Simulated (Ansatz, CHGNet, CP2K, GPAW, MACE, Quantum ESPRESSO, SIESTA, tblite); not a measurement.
# Wurtzite SiC, size series (72 atoms) in CP2K, part 2 of 2

How do the settings of CP2K change the result for wurtzite SiC, size series (72 atoms)? A plane-wave run serves as the yardstick.

Program: CP2K 2026.2; the method stands at each step. Banners, paths, timers and routine set-up lines are dropped from the logs unmarked, and long logs keep their key lines alone; longer cuts are marked.

So far. Step 3 (PBE, DZVP-MOLOPT-SR, 450/70 Ry, diagonalisation): Against the first run (1.4 %), the force difference from the reference is 1.4 %, at 1.4 times the CPU time: the change moves forces by 0.089 meV/Å r.m.s., so most of the difference comes from elsewhere.

### Step 4. PBE, DZVP-MOLOPT-SR, 315/50 Ry, diagonalisation

Method: Kohn-Sham DFT, PBE, GTH-PBE pseudopotentials, Gaussian and plane waves, DZVP-MOLOPT-SR-GTH, diagonalisation.

Contents of input.inp:

```
&GLOBAL
  PROJECT cell
  RUN_TYPE ENERGY_FORCE
  PRINT_LEVEL LOW
&END GLOBAL
&FORCE_EVAL
  METHOD QS
  STRESS_TENSOR ANALYTICAL
  &DFT
    BASIS_SET_FILE_NAME BASIS_MOLOPT
    POTENTIAL_FILE_NAME GTH_POTENTIALS
    &MGRID
      CUTOFF 315
      REL_CUTOFF 50
    &END MGRID
    &QS
      EPS_DEFAULT 1.0E-12
    &END QS
    &SCF
      SCF_GUESS ATOMIC
      EPS_SCF 5.0E-06
      MAX_SCF 200
      ADDED_MOS 14
      &DIAGONALIZATION
        ALGORITHM STANDARD
      &END DIAGONALIZATION
      &SMEAR ON
        METHOD FERMI_DIRAC
        ELECTRONIC_TEMPERATURE [K] 580
      &END SMEAR
      &MIXING
        METHOD BROYDEN_MIXING
        ALPHA 0.3
        NBROYDEN 12
      &END MIXING
      &PRINT
        &RESTART OFF
        &END RESTART
      &END PRINT
    &END SCF
    &XC
      &XC_FUNCTIONAL PBE
      &END XC_FUNCTIONAL
    &END XC
    &PRINT
      &MULLIKEN ON
      &END MULLIKEN
      &HIRSHFELD ON
        SHAPE_FUNCTION DENSITY
      &END HIRSHFELD
      &MO ON
        EIGENVALUES T
        OCCUPATION_NUMBERS T
        MO_INDEX_RANGE 133 156
        &EACH
          QS_SCF 0
        &END EACH
        ADD_LAST NUMERIC
      &END MO
    &END PRINT
  &END DFT
  &SUBSYS
    &CELL
      A 9.22800 0.00000 0.00000
      B -4.61400 7.99168 0.00000
      C 0.00000 0.00000 10.09600
    &END CELL
    &COORD
[... 72 atom lines left out: the same atoms as in the first run ...]
    &END COORD
    &KIND Si
      BASIS_SET DZVP-MOLOPT-SR-GTH-q4
      POTENTIAL GTH-PBE-q4
    &END KIND
    &KIND C
      BASIS_SET DZVP-MOLOPT-SR-GTH-q4
      POTENTIAL GTH-PBE-q4
    &END KIND
  &END SUBSYS
  &PRINT
    &FORCES ON
    &END FORCES
    &STRESS_TENSOR ON
    &END STRESS_TENSOR
  &END PRINT
&END FORCE_EVAL
```

Started as:

```bash
OMP_NUM_THREADS=2 cp2k.psmp -i input.inp > output.txt
```

Numbers of over 12 decimals in the logs are rounded to 6 here.

The program printed:

```text
CP2K| version string:                                       CP2K version 2026.2
 CP2K| Input file name                                                 input.inp
 GLOBAL| Basis set file name                                        BASIS_MOLOPT
 GLOBAL| Potential file name                                      GTH_POTENTIALS
[... lines left out ...]
 Number of electrons:                                                        288
[... lines left out ...]
  Step     Update method      Time    Convergence         Total energy    Change
[... lines left out ...]
  *** SCF run converged in    11 steps ***
[... lines left out ...]
  Fermi energy:                                                 0.344979
  Total energy:                                              -346.825628
  Total energy (extrapolated to T->0):                       -346.825628
[... lines left out ...]
 MO| E(Fermi):            0.344979 a.u.          9.387353 eV
[... lines left out ...]
 ENERGY| Total FORCE_EVAL ( QS ) energy [hartree]           -346.825975
[... lines left out ...]
 FORCES|      1 -1.22505713E-02 -3.94324607E-02 -6.59784315E-03   4.18153917E-02
 FORCES|      2  1.70052246E-02  4.60949631E-03  9.91564107E-03   2.02174444E-02
 FORCES|      3 -5.69336366E-03  1.17310744E-02  8.49972012E-03   1.55652735E-02
[...]
FORCES|     71 -2.53689198E-03 -3.90942198E-03  2.37956682E-03   5.23275639E-03
 FORCES|     72  2.39383515E-03  2.08327288E-02 -3.26871505E-02   3.88353299E-02
 FORCES| Sum    -1.08187118E-05 -2.10387286E-04  1.35972205E-03
 FORCES| Total atomic force                                       1.37594474E-03
 STRESS| Analytical stress tensor [bar]
 STRESS|                        x                   y                   z
 STRESS|      x        4.55470831988E+04   8.29896789622E+03  -1.00753794149E+03
 STRESS|      y        8.29896789622E+03   4.72891938665E+04  -2.30654809205E+03
 STRESS|      z       -1.00753794149E+03  -2.30654809205E+03   3.30926498338E+04
 STRESS| 1/3 Trace                                             4.19763089663E+04
```

The job ended after 2.4 min (2 threads of Arm Neoverse V1, shared host; peak memory 1.1 GiB).

Compared with the plane-wave run:

```yaml
r_m_s_force_component: 0.9855 eV/Å
r_m_s_difference_of_force_components: 14.21 meV/Å
longest_difference_of_force_vectors: 53.42 meV/Å
force_difference_over_r_m_s_force: 1.445 %
slope_of_forces_against_the_reference_s: 1.002
correlation_of_force_components: 0.9999
spacing_of_highest_filled_and_lowest_empty_level: 2.051 eV
gap_difference: 0.0565 eV
pressure: 4.198 GPa
pressure_difference: -1.187 GPa
energy_less_the_same_level_run_s: -0.0058 meV/atom
r_m_s_force_difference_from_the_same_level_run: 4.003 meV/Å
```

Against the first run (1.4 %), the force difference from the reference is 1.4 %, at 0.99 times the CPU time: the change moves forces by 4.0 meV/Å r.m.s., so most of the difference comes from elsewhere.

### Step 5. PBE, DZVP-MOLOPT-SR, 157/50 Ry, diagonalisation

Method: Kohn-Sham DFT, PBE, GTH-PBE pseudopotentials, Gaussian and plane waves, DZVP-MOLOPT-SR-GTH, diagonalisation.

input.inp: that of step 4 with these lines changed.

```diff
@@ -12,3 +12,3 @@
     &MGRID
-      CUTOFF 315
+      CUTOFF 157
       REL_CUTOFF 50
@@ -68,2 +68,3 @@
     &COORD
+      SCALED
 [... 72 atom lines left out: the same atoms as in the first run ...]
```

The program printed:

```text
CP2K| version string:                                       CP2K version 2026.2
 CP2K| Input file name                                                 input.inp
 GLOBAL| Basis set file name                                        BASIS_MOLOPT
 GLOBAL| Potential file name                                      GTH_POTENTIALS
[... lines left out ...]
 Number of electrons:                                                        288
[... lines left out ...]
  Step     Update method      Time    Convergence         Total energy    Change
[... lines left out ...]
  *** SCF run converged in    11 steps ***
[... lines left out ...]
  Fermi energy:                                                 0.344979
  Total energy:                                              -346.827012
  Total energy (extrapolated to T->0):                       -346.827012
[... lines left out ...]
 MO| E(Fermi):            0.344979 a.u.          9.387359 eV
[... lines left out ...]
 ENERGY| Total FORCE_EVAL ( QS ) energy [hartree]           -346.827358
[... lines left out ...]
 FORCES|      1 -1.22477875E-02 -3.94314784E-02 -6.60158748E-03   4.18142409E-02
 FORCES|      2  1.80621602E-02  3.75123765E-03  1.07711631E-02   2.13619140E-02
 FORCES|      3 -5.68578553E-03  1.17134145E-02  8.49797403E-03   1.55482410E-02
[...]
FORCES|     71 -2.52863109E-03 -3.90905854E-03  2.37259451E-03   5.22531516E-03
 FORCES|     72  2.00794390E-03  2.19642080E-02 -3.30932635E-02   3.97696161E-02
 FORCES| Sum    -3.29776103E-03 -6.24698652E-04  1.31105472E-03
 FORCES| Total atomic force                                       3.60337907E-03
 STRESS| Analytical stress tensor [bar]
 STRESS|                        x                   y                   z
 STRESS|      x        4.56181116237E+04   8.27579688608E+03  -1.01138815201E+03
 STRESS|      y        8.27579688608E+03   4.73257200192E+04  -2.30365355250E+03
 STRESS|      z       -1.01138815201E+03  -2.30365355250E+03   3.30820925456E+04
 STRESS| 1/3 Trace                                             4.20086413961E+04
```

The job ended after 2.3 min (2 threads; peak memory 0.61 GiB).

Compared with the plane-wave run:

| Item | Value |
| --- | --- |
| r.m.s. force component | 0.9942 eV/Å |
| r.m.s. difference of force components | 29.72 meV/Å |
| longest difference of force vectors | 107.4 meV/Å |
| force difference over r.m.s. force | 3.022 % |
| slope of forces against the reference's | 1.01 |
| correlation of force components | 0.9996 |
| gap (highest filled to lowest empty level) | 2.051 eV |
| gap difference | 0.0564 eV |
| pressure | 4.201 GPa |
| pressure difference | -1.183 GPa |
| energy less the same-level run's | -0.5287 meV/atom |
| r.m.s. force difference from the same-level run | 25.55 meV/Å |

This is a coarse setting, run to see what it loses.

Against the first run (1.4 %), the force difference from the reference is 3.0 %, at 0.96 times the CPU time: the grid matters here.

The difference per atom is largest on C (0.065 eV/Å on average, against 0.023 on Si).

### Step 6. PBE+D3, DZVP-MOLOPT-SR, 450/50 Ry, diagonalisation

Method: Kohn-Sham DFT, PBE+D3, GTH-PBE pseudopotentials, Gaussian and plane waves, DZVP-MOLOPT-SR-GTH, diagonalisation.

input.inp: that of step 5 with these lines changed.

```diff
@@ -12,3 +12,3 @@
     &MGRID
-      CUTOFF 157
+      CUTOFF 450
       REL_CUTOFF 50
@@ -43,2 +43,10 @@
       &END XC_FUNCTIONAL
+      &VDW_POTENTIAL
+        POTENTIAL_TYPE PAIR_POTENTIAL
+        &PAIR_POTENTIAL
+          TYPE DFTD3
+          PARAMETER_FILE_NAME dftd3.dat
+          REFERENCE_FUNCTIONAL PBE
+        &END PAIR_POTENTIAL
+      &END VDW_POTENTIAL
     &END XC
@@ -68,3 +76,2 @@
     &COORD
-      SCALED
 [... 72 atom lines left out: the same atoms as in the first run ...]
```

The program printed:

```text
CP2K| version string:                                       CP2K version 2026.2
 CP2K| Input file name                                                 input.inp
 GLOBAL| Basis set file name                                        BASIS_MOLOPT
 GLOBAL| Potential file name                                      GTH_POTENTIALS
 GLOBAL| Run type                                                   ENERGY_FORCE
 GLOBAL| Total number of message passing processes                             1
 GLOBAL| Number of threads for this process                                    2
[... lines left out ...]
                        Smear method:                                FERMI_DIRAC
[... lines left out ...]
 Number of electrons:                                                        288
[... lines left out ...]
  Step     Update method      Time    Convergence         Total energy    Change
[... lines left out ...]
  *** SCF run converged in    11 steps ***
[... lines left out ...]
  Fermi energy:                                                 0.344979
  Total energy:                                              -347.206660
  Total energy (extrapolated to T->0):                       -347.206660
[... lines left out ...]
 MO| E(Fermi):            0.344979 a.u.          9.387360 eV
[... lines left out ...]
     72       C      2       4.000          4.314                        -0.314
  Total Charge                                                           -0.000
 !-----------------------------------------------------------------------------!
 ENERGY| Total FORCE_EVAL ( QS ) energy [hartree]           -347.207007
 FORCES| Atomic forces [hartree/bohr]
 FORCES|   Atom     x               y               z               |f|
 FORCES|      1 -1.22499316E-02 -3.94510280E-02 -6.48608238E-03   4.18152329E-02
 FORCES|      2  1.70159330E-02  4.56570523E-03  9.91185123E-03   2.02146589E-02
 FORCES|      3 -5.73650011E-03  1.17707645E-02  8.60656932E-03   1.56694405E-02
[...]
FORCES|     71 -2.56279250E-03 -3.92454344E-03  2.50393772E-03   5.31409924E-03
 FORCES|     72  2.37272891E-03  2.08926746E-02 -3.25326722E-02   3.87363970E-02
 FORCES| Sum    -1.04434534E-04 -3.07566260E-05 -3.33046931E-05
 FORCES| Total atomic force                                       1.13849657E-04
 STRESS| Analytical stress tensor [bar]
 STRESS|                        x                   y                   z
 STRESS|      x        2.55891933740E+04   8.24564382364E+03  -9.99772950477E+02
 STRESS|      y        8.24564382364E+03   2.73192525690E+04  -2.27216043553E+03
 STRESS|      z       -9.99772950477E+02  -2.27216043553E+03   1.18764992141E+04
 STRESS| 1/3 Trace                                             2.15949817190E+04
```

Wall time 2.4 min (2 threads); peak memory 1.7 GiB.

Against the reference:

| Quantity | Value |
| --- | --- |
| r.m.s. force component | 0.9867 eV/Å |
| r.m.s. difference of force components | 13.13 meV/Å |
| longest difference of force vectors | 45.63 meV/Å |
| force difference over r.m.s. force | 1.335 % |
| slope of forces against the reference's | 1.003 |
| correlation of force components | 0.9999 |
| gap (highest filled to lowest empty level) | 2.051 eV |
| gap difference | 0.0565 eV |
| pressure | 2.159 GPa |
| pressure difference | -3.225 GPa |

Against the first run (1.4 %), the force difference from the reference is 1.3 %, at 1.0 times the CPU time; the model has changed, so this is no error of the program alone.

### Step 7. The ladder

Differences are against the plane-wave reference, forces as r.m.s. over components; share is that over the reference's r.m.s. force, slope the least-squares factor from reference forces to these. Total energies of different programs have different zeros and aren't compared.

```
                                                          run  Δ force, r.m.s. (meV/Å)  share (%)  slope  Δ pressure (GPa)  Δ gap (eV)  cores  CPU time  memory (GiB)
                                                    reference                        -          -      -                 -           -      2     3 min           1.7
         CP2K PBE, DZVP-MOLOPT-SR, 450/50 Ry, diagonalisation                     13.5       1.37  1.002             -1.19      0.0565      2   4.6 min           1.7
         CP2K PBE, DZVP-MOLOPT-SR, 450/70 Ry, diagonalisation                     13.5       1.37  1.002             -1.19      0.0565      2   6.4 min           1.7
CP2K PBE, DZVP-MOLOPT-SR, 315/50 Ry, diagonalisation (coarse)                     14.2       1.44  1.002             -1.19      0.0565      2   4.6 min           1.1
CP2K PBE, DZVP-MOLOPT-SR, 157/50 Ry, diagonalisation (coarse)                     29.7       3.02  1.010             -1.18      0.0564      2   4.4 min          0.61
      CP2K PBE+D3, DZVP-MOLOPT-SR, 450/50 Ry, diagonalisation                     13.1       1.34  1.003             -3.22      0.0565      2   4.7 min           1.7
```

Rows marked coarse were listed beforehand as settings not expected to be converged; some can still land near the reference.

CPU time is summed over cores on a shared host, where runs went side by side, so it is rough. Symmetry, cutoffs, thresholds, outputs and thread counts weren't matched or tuned between programs; memory under MPI is the largest rank's times the ranks.

Mean charges by element (e), by run and scheme:

```
                                                    run     scheme     Si      C
   CP2K PBE, DZVP-MOLOPT-SR, 450/50 Ry, diagonalisation   Mulliken  +0.42  -0.42
   CP2K PBE, DZVP-MOLOPT-SR, 450/50 Ry, diagonalisation  Hirshfeld  +0.31  -0.31
   CP2K PBE, DZVP-MOLOPT-SR, 450/70 Ry, diagonalisation   Mulliken  +0.42  -0.42
   CP2K PBE, DZVP-MOLOPT-SR, 450/70 Ry, diagonalisation  Hirshfeld  +0.31  -0.31
   CP2K PBE, DZVP-MOLOPT-SR, 315/50 Ry, diagonalisation   Mulliken  +0.42  -0.42
   CP2K PBE, DZVP-MOLOPT-SR, 315/50 Ry, diagonalisation  Hirshfeld  +0.31  -0.31
CP2K PBE+D3, DZVP-MOLOPT-SR, 450/50 Ry, diagonalisation   Mulliken  +0.42  -0.42
CP2K PBE+D3, DZVP-MOLOPT-SR, 450/50 Ry, diagonalisation  Hirshfeld  +0.31  -0.31
```

Within one program, basis, potentials and functional, energies share a zero. Each run against its twin at the usual cutoff or grid and solver:

```
                                                 run                                        twin  Δ energy (meV/atom)  Δ force, r.m.s. (meV/Å)  CPU time over the twin's
CP2K PBE, DZVP-MOLOPT-SR, 450/70 Ry, diagonalisation  DZVP-MOLOPT-SR, 450/50 Ry, diagonalisation               9.0e-4                    0.089                       1.4
CP2K PBE, DZVP-MOLOPT-SR, 315/50 Ry, diagonalisation  DZVP-MOLOPT-SR, 450/50 Ry, diagonalisation              -0.0058                     4.00                      0.99
CP2K PBE, DZVP-MOLOPT-SR, 157/50 Ry, diagonalisation  DZVP-MOLOPT-SR, 450/50 Ry, diagonalisation               -0.529                     25.6                      0.96
```

A second geometry, displaced anew (every atom was moved at random, 0.08 Å r.m.s. a Cartesian component), gives an energy difference that all programs can be tested on. The reference puts it at 166.5 meV/atom.

```
                                                    run  energy less the first geometry's (meV/atom)  error (meV/atom)  force share at the second geometry (%)
   CP2K PBE, DZVP-MOLOPT-SR, 450/50 Ry, diagonalisation                                        167.1             0.587                                    1.40
   CP2K PBE, DZVP-MOLOPT-SR, 450/70 Ry, diagonalisation                                        167.1             0.588                                    1.40
   CP2K PBE, DZVP-MOLOPT-SR, 315/50 Ry, diagonalisation                                        167.1             0.580                                    1.41
   CP2K PBE, DZVP-MOLOPT-SR, 157/50 Ry, diagonalisation                                        167.3             0.803                                    1.83
CP2K PBE+D3, DZVP-MOLOPT-SR, 450/50 Ry, diagonalisation                                        167.3             0.777                                    1.39
```

### Step 8. Results

```json
{"nearest in forces": "CP2K PBE+D3, DZVP-MOLOPT-SR, 450/50 Ry, diagonalisation, 1.3 %", "its CPU time": "4.7 min"}
```

**Reading.** The PBE runs in local orbitals, coarse settings apart, differ by 1.4 % in each run; basis, grid and potentials can all enter. Rows with another functional or a dispersion term differ by 1.3 % (CP2K PBE+D3, DZVP-MOLOPT-SR, 450/50 Ry, diagonalisation), which mixes the change of model with differences of basis and potentials. Runs with settings chosen to be coarse differ by 1.4 % (CP2K PBE, DZVP-MOLOPT-SR, 315/50 Ry, diagonalisation) to 3.0 % (CP2K PBE, DZVP-MOLOPT-SR, 157/50 Ry, diagonalisation), their programs' other errors included. None of the electronic-structure runs in the table takes under half the reference's CPU time of 3 min; they take 1.5 to 2.2 times as much. At the same functional, the gap of these runs lies 0.06 eV above the reference's 1.99 eV. These are spacings on the run's k-points, which needn't hold the band edges. Charges hang on scheme and program or settings: among these rows the mean for C runs from -0.42 to -0.31 e. The energy difference between the two geometries, 167 meV/atom in the reference, is met best by CP2K PBE, DZVP-MOLOPT-SR, 450/50 Ry, diagonalisation (+0.587), CP2K PBE, DZVP-MOLOPT-SR, 450/70 Ry, diagonalisation (+0.588) and CP2K PBE, DZVP-MOLOPT-SR, 315/50 Ry, diagonalisation (coarse) (+0.58) and worst by CP2K PBE, DZVP-MOLOPT-SR, 157/50 Ry, diagonalisation (coarse) (+0.803). The reference's pressure holds the uncorrected Pulay stress of its 45 Ry basis, so small pressure differences, and their order, may be the reference's own error. The reference's pressure of 5.4 GPa belongs to a cell and atoms that aren't relaxed at this level. The electronic-structure runs sample only Γ, in a cell whose shortest periodic width is 8 Å.

[Also dropped from logs without a mark: logging warnings of Python, and SIESTA's first energy breakdown and zero terms.]

[Logs are printed without paths, hosts, clocks, repeated set-up lines and the standing remarks that a program may print on its own settings, such as how far it seeks lower states.]

[Hosts, paths, dates, database ids (printed as entryN), source tags and the programs' standing remarks are cut or masked in the printed files.]
